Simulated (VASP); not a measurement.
# InPd (Fm-3m) in VASP: settings compared, part 2 of 2

VASP 6.6.1. The steps go on from the part before.

## Step 5: Relaxation of cell and atoms, BLYP

The input, INCAR:

```
PREC = Accurate ; ENCUT = 600
EDIFF = 1E-7 ; ISMEAR = -1
SIGMA = 0.05 ; LREAL = F
LASPH = T ; NELM = 80
ALGO = Fast ; ISIF = 3
LWAVE = F ; LCHARG = F
GGA = B5 ; ALDAX = 1.0
AGGAX = 1.0 ; AGGAC = 1.0
ALDAC = 0.0 ; IBRION = 2
NSW = 60 ; EDIFFG = -0.005
```

The input, KPOINTS:

```
Automatic mesh
0
Gamma
  8 8 8
```

The input, POSCAR:

```
InPd
1.0
    0.0000000000      2.7460700000      2.7460700000
    2.7460700000      0.0000000000      2.7460700000
    2.7460700000      2.7460700000      0.0000000000
In Pd
1 1
Direct
    0.0000000000      0.0000000000      0.0000000000
    0.5000000000      0.5000000000      0.5000000000
```

Launch:

```sh
$ cat potpaw_PBE.64/In_d/POTCAR potpaw_PBE.64/Pd/POTCAR > POTCAR
$ mpirun -np 1 vasp_std > vasp.out
```

Wall time 2.4 min (1 thread of AMD EPYC 9R45 (Zen 5), shared host); peak memory 0.16 GiB.

The run converged. Its results:

```
Free energy                            : -6.8801 eV
Relaxed volume                         : 22.36 Å³/atom
Relaxed cell                           : a = 3.984 Å, b = 3.984 Å, c = 3.984 Å, α = 60.00°, β = 60.00°, γ = 60.00°
Space group after relaxing (to 0.05 Å) : Fm-3m (No. 225)
Energy gained by relaxing              : 28.4 meV/atom
Ionic steps                            : 4
Pressure after relaxing                : 0.0 GPa
Band gap on the k mesh                 : none (metal or under the smearing width)
```

The path:
```
step  energy change (eV)  largest force (eV/Å)  pressure (GPa)  volume (Å³)
   1              0.0000                0.0000            6.24        41.42
   2             -0.0443                0.0000           -2.22        46.44
   3             -0.0567                0.0000            0.07        44.64
   4             -0.0568                0.0000           -0.03        44.71
```

Final structure:
```
CELL_PARAMETERS angstrom
0.00000 2.81704 2.81704
2.81704 0.00000 2.81704
2.81704 2.81704 0.00000
ATOMIC_POSITIONS crystal
In 0.00000 0.00000 0.00000
Pd 0.50000 0.50000 0.50000
```

Levels at points of the mesh, in eV from the Fermi level:
```
           k point  band 7  band 8  band 9  band 10  band 11  band 12  band 13  band 14  band 15
(0.00, 0.00, 0.00)   -2.53   -2.53   -2.53    -2.34    -2.34     5.05     5.05     5.05     9.40
(0.50, 0.00, 0.00)   -4.29   -3.20   -3.20    -2.19    -2.19    -1.24     6.83     6.83     7.27
(0.50, 0.50, 0.00)   -2.91   -2.16   -2.02    -2.02    -2.00    -0.12     1.58     1.58     4.03
```

Caveat: the PAW data sets were made with another functional, which shifts forces and pressure a little.

## Step 6: Relaxation of cell and atoms, AM05

The input, INCAR:

```
PREC = Accurate ; ENCUT = 600
EDIFF = 1E-7 ; ISMEAR = -1
SIGMA = 0.05 ; LREAL = F
LASPH = T ; NELM = 80
ALGO = Fast ; ISIF = 3
LWAVE = F ; LCHARG = F
GGA = AM ; IBRION = 2
NSW = 60 ; EDIFFG = -0.005
```

KPOINTS is that of step 5.

POSCAR is that of step 5.

Potentials or basis: VASP PAW PBE potentials, release 64 (In_d, Pd).

Launch:

```sh
$ cat potpaw_PBE.64/In_d/POTCAR potpaw_PBE.64/Pd/POTCAR > POTCAR
$ mpirun -np 1 vasp_std > vasp.out
```

OUTCAR:

```text
PREC = Accurate
   ENCUT = 600
   EDIFF = 1E-7
   ISMEAR = -1
   LREAL = F
   LASPH = T
   NELM = 80
   ISIF = 3
   GGA = AM
   IBRION = 2
   NSW = 60
   EDIFFG = -0.005

 ion  position               nearest neighbor table
   1  0.000  0.000  0.000-   2 2.75   2 2.75   2 2.75   2 2.75   2 2.75   2 2.75
   2  0.500  0.500  0.500-   1 2.75   1 2.75   1 2.75   1 2.75   1 2.75   1 2.75

  LATTYP: Found a face centered cubic cell.
 ALAT       =     5.4921400000

  Lattice vectors:

 A1 = (   0.0000000000,   2.7460700000,   2.7460700000)
 A2 = (   2.7460700000,   0.0000000000,   2.7460700000)
 A3 = (   2.7460700000,   2.7460700000,   0.0000000000)

Analysis of symmetry for initial positions (statically):
=====================================================================
 Subroutine PRICEL returns:
 Original cell was already a primitive cell.

 Routine SETGRP: Setting up the symmetry group for a
 face centered cubic supercell.

 Subroutine GETGRP returns: Found 48 space group operations
 (whereof 48 operations were pure point group operations)
 out of a pool of 48 trial point group operations.

The static configuration has the point symmetry O_h .

Analysis of symmetry for dynamics (positions and initial velocities):
=====================================================================
 Subroutine PRICEL returns:
 Original cell was already a primitive cell.

 Routine SETGRP: Setting up the symmetry group for a
 face centered cubic supercell.

 Subroutine GETGRP returns: Found 48 space group operations
 (whereof 48 operations were pure point group operations)
 out of a pool of 48 trial point group operations.

The dynamic configuration has the point symmetry O_h .

 Subroutine INISYM returns: Found 48 space group operations
 (whereof 48 operations are pure point group operations),
 and found     1 'primitive' translations

----------------------------------------------------------------------------------------

                                     Primitive cell

  volume of cell :      41.4157

  direct lattice vectors                    reciprocal lattice vectors
[... 134 lines left out ...]
  ---------------------------------------------------
  free energy    TOTEN  =        -8.79203908 eV

  energy without entropy =       -8.78225039  energy(sigma->0) =       -8.78714473

------------------------ aborting loop because EDIFF is reached ----------------------------------------

  FORCE on cell =-STRESS in cart. coord.  units (eV):
  Direction    XX          YY          ZZ          XY          YZ          ZX
  --------------------------------------------------------------------------------------
  -------------------------------------------------------------------------------------
  Total       -1.2273327     -1.2273327     -1.2273327      0.0000000     -0.0000000      0.0000000
  in kB      -47.4797139    -47.4797139    -47.4797139      0.0000000     -0.0000000      0.0000000
  external PRESSURE =     -47.4797139 kB  Pullay stress =       0.0000000 kB
[... 59 lines left out ...]
--------------------------------------- Ionic step        3  -------------------------------------------

 number of electron      23.0000004 magnetization

 Free energy of the ion-electron system (eV)
  ---------------------------------------------------
  ext. energy  EPLUGINS =         0.00000000
  ---------------------------------------------------
  free energy    TOTEN  =        -8.82631642 eV

  energy without entropy =       -8.81733463  energy(sigma->0) =       -8.82182553

 E-fermi :   8.7863     XC(G=0): -11.6399

 val. band max:        8.7850844757   @ k =   0.5000   0.5000   0.0000
 cond. band min:       8.8014262736   @ k =  -0.3750   0.5000   0.1250
 fundamental gap:      0.0163417979
 Fermi energy:         8.7863312632

 k-point     1 :       0.0000    0.0000    0.0000
  band No.  band energies     occupation
      1      -5.8769      2.00000
      2      -5.8769      2.00000
      3      -5.7583      2.00000
      4      -5.7583      2.00000
      5      -5.7583      2.00000
      6      -0.4623      2.00000
      7       5.7375      2.00000
      8       5.7375      2.00000
      9       5.7375      2.00000
     10       6.0180      2.00000
     11       6.0180      2.00000
     12      14.3387      0.00000
     13      14.3387      0.00000
     14      14.3387      0.00000
[... 401 lines left out ...]
      2      -5.7772      2.00000
      3      -5.7125      2.00000
      4      -5.6727      2.00000
      5      -5.6193      2.00000
      6       3.0316      2.00000
      7       4.2030      2.00000
      8       5.1508      2.00000
      9       5.1927      2.00000
     10       6.1787      2.00000
     11       6.6552      2.00000
     12       7.3910      2.00000
     13      11.9874      0.00000
     14      12.1866      0.00000
     15      17.3369      0.00000

 [... further k-points ...]

------------------------ aborting loop because EDIFF is reached ----------------------------------------

  FORCE on cell =-STRESS in cart. coord.  units (eV):
  Direction    XX          YY          ZZ          XY          YZ          ZX
  --------------------------------------------------------------------------------------
  -------------------------------------------------------------------------------------
  Total       -0.0035371     -0.0035371     -0.0035371     -0.0000000     -0.0000000      0.0000000
  in kB       -0.1444352     -0.1444352     -0.1444352     -0.0000000     -0.0000000      0.0000000
  external PRESSURE =      -0.1444352 kB  Pullay stress =       0.0000000 kB
[... 17 lines left out ...]
  FREE ENERGIE OF THE ION-ELECTRON SYSTEM (eV)
  ---------------------------------------------------
  free  energy   TOTEN  =        -8.8263164213 eV

  energy  without entropy=       -8.8173346311  energy(sigma->0) =       -8.82182553

 reached required accuracy - stopping structural energy minimisation
```

CONTCAR:

```text
InPd
   1.00000000000000
    -0.0000000000000000    2.6970285517217798    2.6970285517217794
     2.6970285517217794   -0.0000000000000000    2.6970285517217794
     2.6970285517217794    2.6970285517217798    0.0000000000000000
  In              Pd
     1     1
Direct
     0.0000000000000000    0.0000000000000000    0.0000000000000000
     0.5000000000000000    0.5000000000000000    0.5000000000000000

  0.00000000E+00  0.00000000E+00  0.00000000E+00
  0.00000000E+00  0.00000000E+00  0.00000000E+00
```

Wall time 74 s (1 thread of AMD EPYC 9R45 (Zen 5), shared host); peak memory 0.16 GiB.

What came out:

```
Free energy                            : -8.8263 eV
Relaxed volume                         : 19.62 Å³/atom
Relaxed cell                           : a = 3.814 Å, b = 3.814 Å, c = 3.814 Å, α = 60.00°, β = 60.00°, γ = 60.00°
Space group after relaxing (to 0.05 Å) : Fm-3m (No. 225)
Energy gained by relaxing              : 17.1 meV/atom
Ionic steps                            : 3
Pressure after relaxing                : 0.0 GPa
Band gap on the k mesh                 : none (metal or under the smearing width)
```

The path:
```csv
step,energy change (eV),largest force (eV/Å),pressure (GPa),volume (Å³)
1,0.0000,0.0000,-4.75,41.42
2,-0.0177,0.0000,3.98,37.85
3,-0.0343,0.0000,-0.01,39.24
```

Final structure:
```cif
data_structure
_symmetry_space_group_name_H-M 'P 1'
_symmetry_Int_Tables_number 1
_cell_length_a 3.8142
_cell_length_b 3.8142
_cell_length_c 3.8142
_cell_angle_alpha 60.000
_cell_angle_beta 60.000
_cell_angle_gamma 60.000
_cell_volume 39.24
loop_
_atom_site_label
_atom_site_type_symbol
_atom_site_fract_x
_atom_site_fract_y
_atom_site_fract_z
_atom_site_occupancy
In1 In 0.00000 0.00000 0.00000 1
Pd1 Pd 0.50000 0.50000 0.50000 1
```

Caveat: the PAW data sets were made with another functional, which shifts forces and pressure a little.

## Step 7: For comparison

An earlier run on the cell as given: functional PBE; potentials or basis VASP PAW PBE potentials, release 64 (In_d, Pd); cutoff 520 eV; k mesh 8 × 8 × 8; occupations fermi-dirac, width 0.05 eV; no spin polarisation.

* Pressure: 0.2 GPa
* Band gap on the k mesh: none (metal or under the smearing width)

## Step 8: Overview

```csv
task,level,cell,cutoff (eV),gap on the mesh (eV),pressure (GPa),relaxed volume (Å³/atom)
relaxation of cell and atoms,PBEsol,relaxed,600,none,0.0,19.62
relaxation of cell and atoms,RPBE,relaxed,600,none,0.0,21.49
relaxation of cell and atoms,revPBE,relaxed,600,none,0.0,21.28
relaxation of cell and atoms,BLYP,relaxed,600,none,0.0,22.36
relaxation of cell and atoms,AM05,relaxed,600,none,0.0,19.62
single point,PBE,as given,520,none,0.2,-
```

Alike in all rows: potentials or basis VASP PAW PBE potentials, release 64 (In_d, Pd); no spin polarisation; k mesh 8 × 8 × 8; smearing fermi-dirac 0.05 eV.

Caveats: the PAW data sets were made with another functional, which shifts forces and pressure a little (some runs).

Total energies depend on the potentials used, so only differences within one code and one set of settings carry meaning.
